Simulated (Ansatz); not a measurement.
## Optical response of HfO2

What colour and refractive index does HfO2 have at this level of theory?

Calculated with Ansatz 0.2.0; DFT, PBE, plane-wave PAW, default files, scalar-relativistic, independent-particle optical response without local fields.

Most raw output is cut from this account.

## (1) Set-up

The structure is cubic, space group Fm-3m (No. 225). The conventional cell has a = 5.115 Å, b = 5.115 Å, c = 5.115 Å, α = 90.00°, β = 90.00°, γ = 90.00°. Nearest to Hf lie 8 O at 2.21 Å. O has 4 Hf at 2.21 Å nearest. Farther neighbours and most contacts between anions are not listed.

## (2) Ground state and bands

First the ground state: is it a metal or has it a gap?

This step: DFT, PBE, plane-wave PAW, default files, scalar-relativistic, ground state (Ansatz 0.2.0).

Input file input.yaml:

```yaml
crystal:
  lattice:
    - [0.0, 2.5575, 2.5575]
    - [2.5575, 0.0, 2.5575]
    - [2.5575, 2.5575, 0.0]
  atoms:
    - { symbol: Hf, position: [0.0, 0.0, 0.0] }
    - { symbol: O, position: [0.75, 0.75, 0.75] }
    - { symbol: O, position: [0.25, 0.25, 0.25] }
kpoints:
  mp_grid: { grid: [8, 8, 8] }
  band_path:
    path:
      - [[0.0, 0.0, 0.0], [0.5, 0.0, 0.5], [0.5, 0.25, 0.75], [0.375, 0.375, 0.75], [0.0, 0.0, 0.0], [0.5, 0.5, 0.5], [0.625, 0.25, 0.625], [0.5, 0.25, 0.75], [0.5, 0.5, 0.5], [0.375, 0.375, 0.75]]
      - [[0.625, 0.25, 0.625], [0.5, 0.0, 0.5]]
    npoints: 6
scf:
  occupations: { method: fermi_dirac, width: 0.05 }
  n_extra_bands: 7
hamiltonian:
  xc: pbe
  pseudopotentials: { kind: paw }
output:
  forces: true
  stress: true
  populations: true
  write_bands: true
  write_density: true
  write_potential: true
  elf: true
  volumetric_format: npy
```

The run is started by

```sh
$ ansatz run input.yaml --threads 4 --pin off --max-ram 8192MiB --backend cpu --events-out ev --progress --plain --runs-dir out
```

It took 0.88 s on 4 threads of Arm Neoverse V1, shared host; peak memory 0.27 GiB; 2.8 s of CPU time.

This step gave:

```
free energy                  : -16861.4074 eV
Fermi energy                 : 17.39 eV
gap by band count            : 3.720 eV
electrons                    : 38
symmetry operations          : 48
pressure                     : -2.461 GPa
gap on the k-mesh            : 3.720 eV
volume                       : 33.46 Å³
gap on the path              : 3.720 eV
least direct gap on the path : 3.720 eV
```

There is a gap, 3.72 eV on the path, so no carriers' term is needed. The cell is left with a pressure of -2.5 GPa, as it stands unrelaxed at this level.

Electronic bands along the path, in eV, zero at the Fermi level; v1 is the highest filled band, c1 the lowest empty one:

| point | v4 | v3 | v2 | v1 | c1 | c2 | c3 | c4 |
| --- | --- | --- | --- | --- | --- | --- | --- | --- |
| Γ | -7.10 | -2.48 | -2.48 | -2.48 | 1.95 | 1.95 | 3.71 | 8.24 |
| halfway | -5.85 | -4.86 | -2.57 | -2.57 | 2.52 | 2.65 | 6.12 | 6.70 |
| X | -5.28 | -3.40 | -3.40 | -1.87 | 1.85 | 3.51 | 4.54 | 6.07 |
| halfway | -5.04 | -3.71 | -3.34 | -1.97 | 2.26 | 3.44 | 4.63 | 5.63 |
| W | -4.40 | -4.40 | -3.27 | -2.07 | 2.85 | 3.17 | 4.99 | 4.99 |
| halfway | -4.81 | -4.15 | -3.22 | -2.15 | 2.57 | 3.33 | 4.85 | 5.30 |
| K | -5.16 | -4.08 | -3.20 | -2.20 | 2.37 | 3.43 | 4.83 | 5.45 |
| halfway | -4.99 | -4.69 | -4.08 | -2.49 | 2.42 | 3.05 | 5.18 | 6.34 |
| Γ | -7.10 | -2.48 | -2.48 | -2.48 | 1.95 | 1.95 | 3.71 | 8.24 |
| halfway | -5.74 | -3.84 | -3.26 | -3.26 | 2.63 | 2.63 | 4.99 | 7.08 |
| L | -4.92 | -4.54 | -3.68 | -3.68 | 2.65 | 2.65 | 4.88 | 7.06 |
| halfway | -5.69 | -3.95 | -3.51 | -3.14 | 2.57 | 3.02 | 4.89 | 6.16 |
| U | -5.16 | -4.08 | -3.20 | -2.20 | 2.37 | 3.43 | 4.83 | 5.45 |
| halfway | -4.81 | -4.15 | -3.22 | -2.15 | 2.57 | 3.33 | 4.85 | 5.30 |
| W | -4.40 | -4.40 | -3.27 | -2.07 | 2.85 | 3.17 | 4.99 | 4.99 |
| halfway | -5.32 | -4.06 | -3.19 | -3.15 | 2.64 | 3.03 | 4.90 | 5.99 |
| L | -4.92 | -4.54 | -3.68 | -3.68 | 2.65 | 2.65 | 4.88 | 7.06 |
| halfway | -5.69 | -3.95 | -3.51 | -3.14 | 2.57 | 3.02 | 4.89 | 6.16 |
| K | -5.16 | -4.08 | -3.20 | -2.20 | 2.37 | 3.43 | 4.83 | 5.45 |
| jump to U | -5.16 | -4.08 | -3.20 | -2.20 | 2.37 | 3.43 | 4.83 | 5.45 |
| halfway | -5.26 | -3.59 | -3.35 | -1.94 | 2.06 | 3.48 | 4.59 | 5.82 |
| X | -5.28 | -3.40 | -3.40 | -1.87 | 1.85 | 3.51 | 4.54 | 6.07 |

Valence density in the ac plane of a cell with a along [110], b along [-110] and c along [001] of the cube at fractional y = 0.000, with atoms of Hf and O within 0.2 Å of it. It is the smooth field of the valence electrons, not physical close to the nuclei.

Ten steps, logarithmic in the rise over the least value, from '_' (0 e/Å³) to '@' (30 e/Å³), each cell a mean:
```
@@##==........::**%%@@##==........::**%%
**++::::--==--::==****++::::--==--::==**
::::::--++**==::..::::::::--++**==::..::
____..==****++::..______..==****++::..__
____..--++++==..________..--++++==..____
______..::::::____________..::::::______
________....________________....________
________......______________......______
______::--==::..__________::--==::..____
____..--++**==::________..--++**==::____
......==****++::..........==****++::....
==--::--++++==::::====--::--++++==::::==
%%**--::::::::::++##%%**--::::::::::++##
@@%%==........::**@@@@%%==........::**@@
```

ELF in the ac plane of a cell with a along [110], b along [-110] and c along [001] of the cube at fractional y = 0.000, with atoms of Hf and O within 0.2 Å of it. It is the smooth field of the valence electrons, not physical close to the nuclei.

Values, 8 rows by 16 columns, each cell a mean:
```
0.80 0.60 0.26 0.47 0.52 0.33 0.45 0.77 0.80 0.60 0.26 0.47 0.52 0.33 0.45 0.77
0.22 0.20 0.64 0.72 0.61 0.74 0.33 0.20 0.22 0.20 0.64 0.72 0.61 0.74 0.33 0.20
0.03 0.22 0.65 0.73 0.71 0.74 0.38 0.06 0.03 0.22 0.65 0.73 0.71 0.74 0.38 0.06
0.02 0.07 0.21 0.33 0.35 0.26 0.10 0.02 0.02 0.07 0.21 0.33 0.35 0.26 0.10 0.02
0.02 0.09 0.32 0.50 0.52 0.41 0.18 0.03 0.02 0.09 0.32 0.50 0.52 0.41 0.18 0.03
0.04 0.23 0.69 0.70 0.61 0.75 0.41 0.06 0.04 0.23 0.69 0.70 0.61 0.75 0.41 0.06
0.39 0.27 0.55 0.74 0.71 0.70 0.28 0.34 0.39 0.27 0.55 0.74 0.71 0.70 0.28 0.34
0.82 0.68 0.25 0.31 0.34 0.20 0.51 0.82 0.82 0.68 0.25 0.31 0.34 0.20 0.51 0.82
```

## (3) Spectrum

With the density converged, the vertical transitions are summed over the zone.

This step: DFT, PBE, plane-wave PAW, default files, scalar-relativistic, independent-particle optical response without local fields (Ansatz 0.2.0).

input.yaml, the sections that differ from step 2:

```yaml
kpoints:
  mp_grid: { grid: [8, 8, 8] }
scf:
  occupations: { method: fixed }
output:
  optics:
    e_range: [0, 20]
    de: 0.05
    sigma: 0.1
    nscf_kmesh: { grid: [10, 10, 10] }
    bands: { spectra_wanted_up_to: 20 }
# crystal, hamiltonian: as in step 2
```

The job ended after 9.6 s (4 threads; peak memory 0.7 GiB; 35 s of CPU time).

This step gave:

| Item | Value |
| --- | --- |
| electronic dielectric constant ε∞, mean over x, y and z (by symmetry where fewer were run) | 5.493 |
| absorption onset, first axis (α over 10⁴ cm⁻¹, or the direct gap if that lies higher) | 4.352 eV |
| main peak of Im epsilon, first axis | 9.102 eV |
| centre of weight of the strongest loss peak in the window | 14.65 eV |
| least direct gap on the mesh | 3.720 eV |
| bands summed | 39 |
| spectra valid up to | 32.87 eV |
| program's estimate of the k-sum error in Im epsilon | 0.15 % |
| electrons in the f-sum | 19.02 |

Im ε, any direction against photon energy; read off at these points:

| photon energy (eV) | Im ε, any direction |
| --- | --- |
| 3.0 | 0 |
| 4.0 | 0.00347 |
| 5.0 | 3.97 |
| 5.2 | 4.71 |
| 6.0 | 3.51 |
| 7.0 | 5.93 |
| 7.8 | 9.95 |
| 8.0 | 9.17 |
| 8.6 | 10.5 |
| 9.0 | 10.2 |
| 10.0 | 4.45 |
| 11.0 | 3.50 |
| 11.4 | 4.61 |
| 12.0 | 2.49 |
| 13.0 | 1.07 |
| 14.0 | 1.30 |
| 15.0 | 0.858 |
| 16.0 | 0.968 |
| 17.0 | 0.919 |
| 18.0 | 1.18 |
| 19.0 | 0.764 |
| 20.0 | 1.75 |

Re ε, any direction against photon energy:

| photon energy (eV) | Re ε, any direction |
| --- | --- |
| 0.0 | 5.49 |
| 0.5 | 5.51 |
| 1.0 | 5.56 |
| 1.5 | 5.66 |
| 2.0 | 5.80 |
| 2.5 | 6.01 |
| 3.0 | 6.30 |
| 3.5 | 6.75 |
| 4.0 | 7.53 |
| 4.5 | 9.72 |
| 5.0 | 8.90 |
| 5.5 | 7.05 |
| 6.0 | 7.85 |
| 6.5 | 8.07 |
| 7.0 | 7.35 |
| 7.5 | 6.92 |
| 8.0 | 4.15 |
| 8.5 | 3.26 |
| 9.0 | 1.43 |
| 9.5 | -3.03 |
| 10.0 | -2.05 |
| 10.5 | -1.02 |
| 11.0 | -0.928 |
| 11.5 | -1.53 |
| 12.0 | -1.98 |
| 12.5 | -1.18 |
| 13.0 | -0.759 |
| 13.5 | 0.159 |
| 14.0 | 0.0582 |
| 14.5 | -0.0411 |
| 15.0 | 0.270 |
| 15.5 | 0.376 |
| 16.0 | 0.676 |
| 16.5 | 0.778 |
| 17.0 | 1.18 |
| 17.5 | 1.56 |
| 18.0 | 0.191 |
| 18.5 | 0.906 |
| 19.0 | 1.80 |
| 19.5 | 1.62 |
| 20.0 | 1.40 |

The reflectivity at normal incidence, any direction has structure finer than the step of the table below, so its rows give means over 0.5 eV, whole bins alone (the curve runs from 0 to 20 eV). Peaks (eV: height): 9.20: 49.5, 12.05: 46.3, 14.55: 19.0, 15.55: 14.1, 17.85: 18.3.

The reflectivity at normal incidence, any direction by photon energy; means over each step:

| photon energy (eV) | reflectivity at normal incidence, any direction (%) |
| --- | --- |
| 0.5 | 16.2 |
| 1.0 | 16.4 |
| 1.5 | 16.7 |
| 2.0 | 17.1 |
| 2.5 | 17.7 |
| 3.0 | 18.5 |
| 3.5 | 19.8 |
| 4.0 | 21.8 |
| 4.5 | 26.1 |
| 5.0 | 27.3 |
| 5.5 | 24.0 |
| 6.0 | 25.5 |
| 6.5 | 28.5 |
| 7.0 | 29.1 |
| 7.5 | 33.3 |
| 8.0 | 35.5 |
| 8.5 | 37.6 |
| 9.0 | 42.7 |
| 9.5 | 47.4 |
| 10.0 | 41.9 |
| 10.5 | 34.8 |
| 11.0 | 31.8 |
| 11.5 | 37.0 |
| 12.0 | 45.0 |
| 12.5 | 40.5 |
| 13.0 | 31.6 |
| 13.5 | 14.1 |
| 14.0 | 15.5 |
| 14.5 | 17.7 |
| 15.0 | 10.9 |
| 15.5 | 10.2 |
| 16.0 | 6.55 |
| 16.5 | 4.73 |
| 17.0 | 3.89 |
| 17.5 | 8.14 |
| 18.0 | 12.9 |
| 18.5 | 3.12 |
| 19.0 | 4.22 |
| 19.5 | 7.60 |

Values under 1 per cm are given as 1. The absorption coefficient, any direction by photon energy:

| photon energy (eV) | absorption coefficient, any direction (1/cm) |
| --- | --- |
| 0.000 | 1 |
| 0.500 | 1 |
| 1.000 | 1 |
| 1.500 | 1 |
| 2.000 | 1 |
| 2.500 | 1 |
| 3.000 | 1 |
| 3.500 | 1 |
| 4.000 | 256 |
| 4.500 | 82613 |
| 5.000 | 3.3e5 |
| 5.500 | 3.4e5 |
| 6.000 | 3.7e5 |
| 6.500 | 6.2e5 |
| 7.000 | 7.3e5 |
| 7.500 | 1.1e6 |
| 8.000 | 1.4e6 |
| 8.500 | 1.7e6 |
| 9.000 | 1.9e6 |
| 9.500 | 2.2e6 |
| 10.000 | 1.9e6 |
| 10.500 | 1.7e6 |
| 11.000 | 1.7e6 |
| 11.500 | 2.0e6 |
| 12.000 | 2.0e6 |
| 12.500 | 1.6e6 |
| 13.000 | 1.3e6 |
| 13.500 | 1.0e6 |
| 14.000 | 1.1e6 |
| 14.500 | 1.3e6 |
| 15.000 | 8.5e5 |
| 15.500 | 1.2e6 |
| 16.000 | 8.1e5 |
| 16.500 | 6.9e5 |
| 17.000 | 6.8e5 |
| 17.500 | 9.8e5 |
| 18.000 | 1.3e6 |
| 18.500 | 6.5e5 |
| 19.000 | 5.4e5 |
| 19.500 | 1.1e6 |
| 20.000 | 1.3e6 |

The refractive index n and extinction k by photon energy:

| photon energy (eV) | n | k |
| --- | --- | --- |
| 0.0 | 2.34 | 0 |
| 0.5 | 2.35 | 0 |
| 1.0 | 2.36 | 0 |
| 1.5 | 2.38 | 0 |
| 2.0 | 2.41 | 0 |
| 2.5 | 2.45 | 0 |
| 3.0 | 2.51 | 0 |
| 3.5 | 2.60 | 0 |
| 4.0 | 2.74 | 6.3e-4 |
| 4.5 | 3.12 | 0.181 |
| 5.0 | 3.05 | 0.651 |
| 5.5 | 2.72 | 0.606 |
| 6.0 | 2.87 | 0.612 |
| 6.5 | 2.99 | 0.944 |
| 7.0 | 2.90 | 1.02 |
| 7.5 | 2.99 | 1.43 |
| 8.0 | 2.67 | 1.72 |
| 8.5 | 2.64 | 1.92 |
| 9.0 | 2.43 | 2.11 |
| 9.5 | 1.47 | 2.28 |
| 10.0 | 1.19 | 1.86 |
| 10.5 | 1.21 | 1.58 |
| 11.0 | 1.16 | 1.51 |
| 11.5 | 1.25 | 1.75 |
| 12.0 | 0.775 | 1.61 |
| 12.5 | 0.614 | 1.25 |
| 13.0 | 0.526 | 1.02 |
| 13.5 | 0.849 | 0.750 |
| 14.0 | 0.826 | 0.790 |
| 14.5 | 0.846 | 0.870 |
| 15.0 | 0.765 | 0.561 |
| 15.5 | 0.977 | 0.761 |
| 16.0 | 0.964 | 0.502 |
| 16.5 | 0.973 | 0.411 |
| 17.0 | 1.16 | 0.397 |
| 17.5 | 1.37 | 0.552 |
| 18.0 | 0.831 | 0.707 |
| 18.5 | 1.01 | 0.345 |
| 19.0 | 1.37 | 0.279 |
| 19.5 | 1.38 | 0.546 |
| 20.0 | 1.35 | 0.649 |

Optical constants at common wavelengths, from n + ik = √ε:

| wavelength (nm) | n | k | R (%) | 1/α |
| --- | --- | --- | --- | --- |
| 800 | 2.38 | 0.000 | 16.7 | over 1 mm |
| 532 | 2.43 | 0.000 | 17.4 | over 1 mm |
| 450 | 2.48 | 0.000 | 18.1 | over 1 mm |
| 405 | 2.52 | 0.000 | 18.6 | over 1 mm |
| 365 | 2.58 | 0.000 | 19.4 | over 1 mm |
| 308 | 2.76 | 0.001 | 21.8 | 31 µm |
| 248 | 3.05 | 0.650 | 27.5 | 30 nm |

Rows near the edge hang on the gap, which this functional as a rule makes too small, and phonon-assisted absorption is left out.

A film 1 µm thick would pass 70 % of daylight and look colourless, dimmed by reflection in transmission (x = 0.314, y = 0.331).

The f-sum over the summed bands holds 19.0 of the cell's 38 electrons outside the frozen cores, 26 of which lie in bands more than 12 eV below the Fermi level, whose transitions come at higher energies. Up to 20 eV the strength has a mean oscillator energy of 9.2 eV, and these transitions give 86 % of ε∞ − 1 along x; the rest comes from higher ones.

## (4) Static response with local fields

Perturbation theory gives the static response with local fields and the functional's kernel, and it needs no empty bands.

This step: DFT, PBE, plane-wave PAW, default files, scalar-relativistic, static field response by perturbation theory with local fields (Ansatz 0.2.0).

input.yaml, the sections that differ from step 3:

```yaml
dielectric: {}
# crystal, kpoints, scf, hamiltonian: as in step 3
# output: removed
```

Run time: 5.8 s. Hardware: 4 threads; peak memory 0.38 GiB; 18 s of CPU time.

Numbers from this step:

- electronic dielectric constant ε∞, mean over x, y and z (by symmetry where fewer were run): 5.311

ε∞ with local fields:

```
5.31 0.00 0.00
0.00 5.31 0.00
0.00 0.00 5.31
```

Diagonal elements. Born, by row:

| atom | Z*xx (e) | Z*yy (e) | Z*zz (e) |
| --- | --- | --- | --- |
| Hf1 | 5.54 | 5.54 | 5.54 |
| O2 | -2.77 | -2.77 | -2.77 |
| O3 | -2.77 | -2.77 | -2.77 |

Mean Born charges are Hf +5.54 and O -2.77, against formal valences of +4 and -2. That of Hf exceeds its valence by 38 %, the mark of charge moving along hybridised bonds as the atoms shift.

## (5) What came out

| Property | Result |
| --- | --- |
| gap on the path | 3.72 eV |
| least direct gap on the path | 3.72 eV |
| electronic dielectric constant ε∞, mean over x, y and z (by symmetry where fewer were run) (independent particles) | 5.49 |
| absorption onset, first axis (α over 10⁴ cm⁻¹, or the direct gap if that lies higher) | 4.35 eV |
| main peak of Im epsilon, first axis | 9.10 eV |
| centre of weight of the strongest loss peak in the window, first axis | 14.7 eV |
| electronic dielectric constant ε∞, mean over x, y and z (by symmetry where fewer were run) (static response with local fields) | 5.31 |

**Reading.** At this level (PBE, independent particles) HfO2 has ε∞ = 5.49 (5.31 with local fields) and n = 2.35 at 1550 nm; absorption sets in near 4.4 eV, and Im ε peaks at 9.1 eV. The gap on the path is direct, 3.72 eV. The absorption coefficient passes 10⁴ cm⁻¹ only at 4.35 eV, 0.63 eV above the least direct gap: the lowest transitions are weak or forbidden for this polarisation, or few states take part. The strongest loss structure up to 20 eV has its centre of weight at 14.7 eV; a free-electron gas of the 19.0 electrons in the f-sum would put its plasmon at 28.0 eV. Distinct maxima of Im ε, read by a parabola through the highest points, lie at 5.17 eV (4.8), 7.84 eV (10), 8.61 eV (10) and 9.10 eV (12). The f-sum over the summed bands holds 19.0 of the cell's 38 electrons outside the frozen cores, 26 of which lie in bands more than 12 eV below the Fermi level, whose transitions come at higher energies. Up to 20 eV the strength has a mean oscillator energy of 9.2 eV, and these transitions give 86 % of ε∞ − 1 along x; the rest comes from higher ones. A film 1 µm thick would pass 70 % of daylight and look colourless, dimmed by reflection in transmission (x = 0.314, y = 0.331). With local fields and the functional's kernel the static response is 5.31 against 5.49 for independent particles (-3 %). In the base spectrum excitons and phonon-assisted transitions are missing, and so are local fields; PBE gaps are as a rule too small, which pulls the onset down and ε∞ up. In the base run ε includes the program's bounded estimate of what the bands above those summed add. Spin-orbit coupling is left out although heavy atoms are present.

[Logs are printed without paths, hosts, clocks, repeated set-up lines and the standing remarks that a program may print on its own settings, such as how far it seeks lower states.]

[Hosts, paths, dates, database ids (printed as entryN), source tags and the programs' standing remarks are cut or masked in the printed files.]
